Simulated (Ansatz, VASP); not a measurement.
**PbS: VASP beside Ansatz**

INCAR

```
SYSTEM = PbS
ALGO = Normal
EDIFF = 1E-7
ENCUT = 520
GGA = PE
ISIF = 2
ISMEAR = 0
IVDW = 12
LASPH = .True.
LCHARG = .True.
LELF = .True.
LREAL = .False.
LVHAR = .True.
LWAVE = .False.
NBANDS = 17
NELM = 80
PREC = Accurate
SIGMA = 0.03
```

File KPOINTS:

```
k-points
0
Gamma
  10 10 10
  0 0 0
```

Contents of POSCAR:

```
PbS
1.0
    0.0000000000      3.1132500000      2.8908750000
    3.1132500000      0.0000000000      2.8908750000
    3.1132500000      3.1132500000      0.0000000000
Pb S
1 1
Direct
    0.0000000000      0.0000000000      0.0000000000
    0.5000000000      0.5000000000      0.5000000000
```

Input for Ansatz:

```yaml
crystal:
  lattice:
    - [0.0, 3.11325, 2.890875]
    - [3.11325, 0.0, 2.890875]
    - [3.11325, 3.11325, 0.0]
  atoms:
    - { symbol: Pb, position: [0.0, 0.0, 0.0] }
    - { symbol: S, position: [0.5, 0.5, 0.5] }
basis:
  ecutwfc: 420
kpoints:
  mp_grid: { grid: [10, 10, 10] }
hamiltonian:
  xc: pbe
  dispersion: d3bj
scf:
  occupations: { method: gaussian, width: 0.03 }
output:
  forces: true
  stress: true
  eigenvalues: true
```

Change from the starting cell: strain +0.050 along x and y, -0.025 along z, atoms carried along.

Alike in both runs: task single point; functional PBE; dispersion D3(BJ); k mesh 10 × 10 × 10; occupations gaussian, width 0.03 eV; no spin polarisation.

|  | VASP | Ansatz |
| --- | --- | --- |
| version | VASP 6.6.1 | Ansatz 0.2.0 |
| potentials or method | VASP PAW PBE potentials, release 64 (Pb_d, S) | scalar-relativistic, plane waves, PAW |
| plane-wave cutoff (eV) | 520 | 420 |
| valence electrons in the cell | 20 | 20 |

Ansatz gave:

| Property | Result |
| --- | --- |
| gap on the k mesh at the Fermi level (eV) | 0.46 |
| least direct gap on the mesh (eV) | 0.46 |
| pressure (GPa) | -2.6 |
| largest component of the traceless stress (GPa) | 5.28 |

Q: Which values does VASP return?

A: gap on the k mesh at the Fermi level (eV): 0.47; least direct gap on the mesh (eV): 0.47; pressure (GPa): -2.6; largest component of the traceless stress (GPa): 5.28.

Caveats: spin-orbit coupling is left out, which as a rule narrows the gap of such compounds by several tenths of an eV.
